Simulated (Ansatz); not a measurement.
**SiC under changes of volume**

One of the cells (10.313 Å³/atom); the others are scaled copies at fixed shape and fractional positions:

```xyz
8
Lattice="3.0757 0.0000 0.0000 -1.5378 2.6636 0.0000 0.0000 0.0000 10.0706" Properties=species:S:1:pos:R:3 pbc="T T T"
Si    0.0000    0.0000    1.8922
Si    0.0000    0.0000    6.9275
Si    0.0000    1.7758    4.4094
Si    1.5378    0.8879    9.4447
C     0.0000    0.0000    0.0046
C     0.0000    0.0000    5.0400
C     0.0000    1.7758    2.5157
C     1.5378    0.8879    7.5510
```

The cell is a database's computed one.

```yaml
Program: Ansatz 0.2.0
Functional: PBEsol
Dispersion: D4
Potentials_or_basis: Ansatz PAW
Cutoff: "420 eV (not typed: the program's choice for these potentials)"
k_mesh: 10 × 10 × 3
Occupations: fermi-dirac, width 0.05 eV
Spin: no spin polarisation
```

```tsv
volume (Å³/atom)	energy over the lowest point (meV/atom)	pressure (GPa)	gap on the mesh (eV)	largest force (eV/Å)
9.694	20.32	13.3	2.13	0.027
9.900	6.91	7.7	2.12	0.018
10.107	0.34	2.6	2.12	0.011
10.313	0.00	-2.0	2.12	0.004
10.519	5.29	-6.2	2.11	0.003
10.726	?	?	?	?
10.932	30.64	-13.3	2.10	0.014
```

Problem. What does the run at 10.726 Å³/atom give?

Solution. Energy over the lowest point 15.68 meV/atom; pressure -9.9 GPa; gap on the mesh 2.11 eV; largest force 0.009 eV/Å.

Worked out: A Birch-Murnaghan fit of order 3 (a polynomial in V^(-2/3)) to the other rows has its minimum at 10.22 Å³/atom with B0 = V·E''(V) = 226 GPa and B' = 4.0 at fixed shape and positions, which overstates the stiffness. It gives 15.69 meV/atom at 10.726 Å³/atom, against the run's 15.68, and -dE/dV = -9.9 GPa, against -9.9. A straight line through the other rows of the gap, of slope -0.228 eV per unit of ln V, gives 2.11 eV, against the run's 2.11.

Energies are extrapolated to zero smearing.

Caveats: odd divisions of the mesh miss points on the zone boundary, where band edges often lie, so the gap on the mesh can be too wide; the PAW data sets come from PBE, with cores solved anew for the run's functional, which leaves a small shift of forces and pressure.

A mesh can miss the band edges.
